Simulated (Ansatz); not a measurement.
# WS2 (Tungstenite): the cost of one run

Computed with Ansatz 0.2.0 (DFT PBEsol, with the methods named in each step, unless a step's input says otherwise).

3 further runs of the same task are left out: 3 that didn't finish.

## Step 1: The structure to begin with

Symmetry: R3m, No. 160, trigonal system. The conventional cell has a = 3.158 Å, b = 3.158 Å, c = 18.490 Å, α = 90.00°, β = 90.00°, γ = 120.00°. W (site symmetry 3m) is surrounded by 6 S at 2.39 to 2.42 Å. S (site symmetry 3m) is surrounded by 3 W at 2.39 Å. Around S (site symmetry 3m) lie 3 W at 2.42 Å.

As a file:

```cif
data_structure
_symmetry_space_group_name_H-M 'P 1'
_symmetry_Int_Tables_number 1
_cell_length_a 6.4274
_cell_length_b 6.4274
_cell_length_c 6.4274
_cell_angle_alpha 28.443
_cell_angle_beta 28.443
_cell_angle_gamma 28.443
_cell_volume 53.23
loop_
_atom_site_label
_atom_site_type_symbol
_atom_site_fract_x
_atom_site_fract_y
_atom_site_fract_z
_atom_site_occupancy
W1 W 0.00000 0.00000 0.00000 1
S1 S 0.24970 0.24970 0.24970 1
S2 S 0.41900 0.41900 0.41900 1
```

Atoms are numbered in the order of the input: W1, S2, S3.

## Step 2: The bond as given, LAPW

Input file input.yaml:

```yaml
crystal:
  lattice:
    - [1.579, 0.9116360751, 6.1633333333]
    - [-1.579, 0.9116360751, 6.1633333333]
    - [0.0, -1.8232721501, 6.1633333333]
  atoms:
    - { symbol: W, position: [0.0, 0.0, 0.0] }
    - { symbol: S, position: [0.2497, 0.2497, 0.2497] }
    - { symbol: S, position: [0.419, 0.419, 0.419] }
kpoints:
  mp_grid: { grid: [11, 11, 11] }
scf:
  occupations: { method: fermi_dirac, width: 0.05 }
hamiltonian:
  xc: pbesol
  pseudopotentials: { kind: all_electron, lapw: { basis_error: 0.001 } }
output:
  forces: true
  stress: true
  eigenvalues: true
  populations: true
```

Launch:

```sh
ansatz run input.yaml --threads 1 --pin off --max-ram 3072MiB --backend cpu --events-out ev --progress --plain --runs-dir out
```

**Question.** How long does this run take on 1 thread of Arm Neoverse V1, shared host, and how much memory does it need?

About 3.1 min, with a peak of 0.74 GiB.
